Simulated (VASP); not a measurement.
# Ge (Fmmm) in VASP: a run that goes wrong, beside a sound one

A flawed run on Ge and a sound one for comparison.

Everything below comes from runs of VASP 6.6.1. Logs are shortened: lines on timing, memory, paths and dates and some standing lists are left out, and cuts for length are marked.

## Step 1: The structure

Symmetry: Fmmm, No. 69, orthorhombic system. Conventional cell: a = 5.261 Å, b = 5.771 Å, c = 10.231 Å, α = 90.00°, β = 90.00°, γ = 90.00°. Around Ge (site symmetry m2m) lie 5 Ge at 2.61 to 2.73 Å. Ge (site symmetry mm2) has 6 Ge at 2.71 to 2.96 Å as nearest neighbours.

This isn't the form of Ge at room conditions, which is diamond.

## Step 2: A run with an altered input

Contents of INCAR:

```
SYSTEM = Ge
PREC = Accurate
ENCUT = 600
EDIFF = 1E-7
ISMEAR = -1
SIGMA = 0.05
LREAL = .FALSE.
LASPH = .TRUE.
NELM = 99
ALGO = Normal
ISIF = 3
LWAVE = .FALSE.
LCHARG = .FALSE.
GGA = B5
ALDAX = 1.0
AGGAX = 1.0
AGGAC = 1.0
ALDAC = 0.0
IBRION = 2
NSW = 3
EDIFFG = -0.005
```

Contents of KPOINTS:

```
Automatic mesh
0
G
  5 5 5
  0 0 0
```

Contents of POSCAR:

```
Ge
1.0
    0.0000000000      2.8857400000      5.1156650000
    2.6304970000      0.0000000000      5.1156650000
    2.6304970000      2.8857400000      0.0000000000
Ge
4
Direct
    0.7264900000      0.2735100000      0.7264900000
    0.2735100000      0.7264900000      0.2735100000
    0.2181330000      0.2181330000      0.7818670000
    0.7818670000      0.7818670000      0.2181330000
```

Potentials or basis: VASP PAW PBE potentials, release 64 (Ge_d).

On the command line:

```
> cat potpaw_PBE.64/Ge_d/POTCAR > POTCAR
> mpirun -np 1 vasp_std > vasp.out
```

OUTCAR:

```text
SYSTEM = Ge
   PREC = Accurate
   ENCUT = 600
   EDIFF = 1E-7
   ISMEAR = -1
   LREAL = .FALSE.
   LASPH = .TRUE.
   NELM = 99
   ISIF = 3
   GGA = B5
   IBRION = 2
   NSW = 3
   EDIFFG = -0.005

 ion  position               nearest neighbor table
   1  0.726  0.274  0.726-   2 2.61   2 2.64   2 2.64   3 2.73   4 2.73
   2  0.274  0.726  0.274-   1 2.61   1 2.64   1 2.64   3 2.73   4 2.73
   3  0.218  0.218  0.782-   4 2.71   4 2.71   1 2.73   2 2.73
   4  0.782  0.782  0.218-   3 2.71   3 2.71   1 2.73   2 2.73

  LATTYP: Found a face centered orthorhombic cell.
 ALAT       =     5.2609940000
[... 1136 lines left out ...]

 number of electron      56.0000007 magnetization

 Free energy of the ion-electron system (eV)
  ---------------------------------------------------
  ext. energy  EPLUGINS =         0.00000000
  ---------------------------------------------------
  free energy    TOTEN  =       -13.77807549 eV

  energy without entropy =      -13.75222464  energy(sigma->0) =      -13.76515006

 E-fermi :   5.6346     XC(G=0):  -9.9549

 val. band max:        5.6278102221   @ k =  -0.4000   0.2000  -0.0000
 cond. band min:       5.6422112865   @ k =   0.4000  -0.2000   0.2000
 fundamental gap:      0.0144010644
 Fermi energy:         5.6345683324

 k-point     1 :       0.0000    0.0000    0.0000
  band No.  band energies     occupation
      1     -18.9484      2.00000
      2     -18.9308      2.00000
      3     -18.9015      2.00000
      4     -18.9008      2.00000
      5     -18.8995      2.00000
      6     -18.8946      2.00000
[... 886 lines left out ...]
  FREE ENERGIE OF THE ION-ELECTRON SYSTEM (eV)
  ---------------------------------------------------
  free  energy   TOTEN  =       -13.7780754892 eV

  energy  without entropy=      -13.7522246371  energy(sigma->0) =      -13.76515006
```

On the terminal:

```text
POSCAR found type information on POSCAR Ge
[... 25 lines left out ...]
 trial: gam= 0.00726 g(F)=  0.167E-02 g(S)=  0.101E-02 ort = 0.363E-03 (trialstep = 0.998E+00)
 search vector abs. value=  0.270E-02
```

Run time: 2.6 min. Hardware: 1 thread of Intel Xeon 6975P-C (Granite Rapids), shared host; peak memory 0.29 GiB.

The calculation stopped without meeting its thresholds. The fault, put in on purpose: too few ionic steps (NSW = 3).

## Step 3: Relaxation of cell and atoms, BLYP

Contents of INCAR:

```
AGGAC = 1.0 ; AGGAX = 1.0
ALDAC = 0.0 ; ALDAX = 1.0
ALGO = Normal ; EDIFF = 1E-7
EDIFFG = -0.005 ; ENCUT = 600
GGA = B5 ; IBRION = 2
ISIF = 3 ; ISMEAR = -1
LASPH = T ; LCHARG = F
LREAL = F ; LWAVE = F
NELM = 100 ; NSW = 40
PREC = Accurate ; SIGMA = 0.05
```

Contents of KPOINTS:

```
k-points
0
Gamma
  5 5 5
```

POSCAR is that of step 2.

Potentials or basis: VASP PAW PBE potentials, release 64 (Ge_d).

On the command line:

```
> cat potpaw_PBE.64/Ge_d/POTCAR > POTCAR
> mpirun -np 1 vasp_std > vasp.out
```

Run time: 24 min. Hardware: 1 thread of Intel Xeon 6975P-C (Granite Rapids), shared host; peak memory 0.3 GiB.

Results (log left out):

* Free energy: -13.8198 eV
* Relaxed volume: 21.86 Å³/atom
* Relaxed cell: a = 6.221 Å, b = 6.072 Å, c = 4.019 Å, α = 72.95°, β = 68.91°, γ = 38.14°
* Space group after relaxing (to 0.05 Å): Fmmm (No. 69)
* Energy gained by relaxing: 48.4 meV/atom
* Ionic steps: 33
* Pressure after relaxing: 0.0 GPa
* Band gap on the k mesh: none (metal or under the smearing width)

The path:
| step | energy change (eV) | largest force (eV/Å) | pressure (GPa) | volume (Å³) |
| --- | --- | --- | --- | --- |
| 1 | 0.0000 | 0.1166 | 6.10 | 77.67 |
| 2 | -0.1518 | 0.1301 | -0.08 | 86.27 |
| 3 | -0.1518 | 0.1309 | -0.03 | 86.19 |
| 4 | -0.1542 | 0.1356 | 0.01 | 86.20 |
| 5 | -0.1586 | 0.1314 | 0.04 | 86.22 |
| 6 | -0.1601 | 0.1332 | 0.06 | 86.24 |
| 7 | -0.1646 | 0.1322 | 0.06 | 86.29 |
| 8 | -0.1726 | 0.1052 | 0.12 | 86.38 |
| 9 | -0.1774 | 0.0237 | 0.36 | 86.55 |
| 10 | -0.1815 | 0.0434 | 0.28 | 86.88 |
| 11 | -0.1830 | 0.0846 | 0.19 | 87.24 |
| 12 | -0.1854 | 0.0839 | 0.02 | 87.36 |
| 13 | -0.1886 | 0.0702 | -0.20 | 87.68 |
| 14 | -0.1888 | 0.0636 | -0.33 | 87.77 |
| 15 | -0.1899 | 0.0476 | -0.12 | 87.32 |
| 16 | -0.1901 | 0.0513 | 0.08 | 86.92 |
| 17 | -0.1905 | 0.0462 | 0.06 | 86.98 |
| 18 | -0.1908 | 0.0415 | 0.04 | 87.03 |
| 19 | -0.1910 | 0.0324 | 0.00 | 87.14 |
| 20 | -0.1914 | 0.0320 | 0.03 | 87.18 |
| 21 | -0.1922 | 0.0306 | -0.05 | 87.29 |
| 22 | -0.1932 | 0.0384 | -0.01 | 87.52 |
| 23 | -0.1932 | 0.0417 | -0.07 | 87.60 |
| 24 | -0.1932 | 0.0400 | -0.04 | 87.57 |
| 25 | -0.1935 | 0.0127 | 0.06 | 87.48 |
| 26 | -0.1935 | 0.0060 | 0.03 | 87.46 |
| 27 | -0.1935 | 0.0068 | 0.06 | 87.41 |
| 28 | -0.1935 | 0.0050 | 0.05 | 87.45 |
| 29 | -0.1935 | 0.0018 | -0.07 | 87.57 |
| 30 | -0.1935 | 0.0020 | -0.01 | 87.54 |
| 31 | -0.1935 | 0.0026 | 0.04 | 87.54 |
| 32 | -0.1935 | 0.0013 | -0.03 | 87.54 |
| 33 | -0.1935 | 0.0012 | 0.02 | 87.45 |

Final structure:
```
Ge
1.0
     0.00000    2.99928    5.45080
     2.67458    0.00000    5.45080
     2.67458    2.99928    0.00000
Ge
4
Direct
  0.72096 0.27904 0.72096
  0.27904 0.72096 0.27904
  0.20203 0.20203 0.79797
  0.79797 0.79797 0.20203
```

Levels at points of the mesh, in eV from the Fermi level:
| k point | band 24 | band 25 | band 26 | band 27 | band 28 | band 29 | band 30 | band 31 | band 32 | band 33 |
| --- | --- | --- | --- | --- | --- | --- | --- | --- | --- | --- |
| (0.00, 0.00, 0.00) | -4.29 | -2.20 | -2.08 | -1.87 | -1.16 | -1.07 | 2.86 | 3.41 | 4.52 | 5.01 |

Caveat: the PAW data sets were made with another functional, which shifts forces and pressure a little.
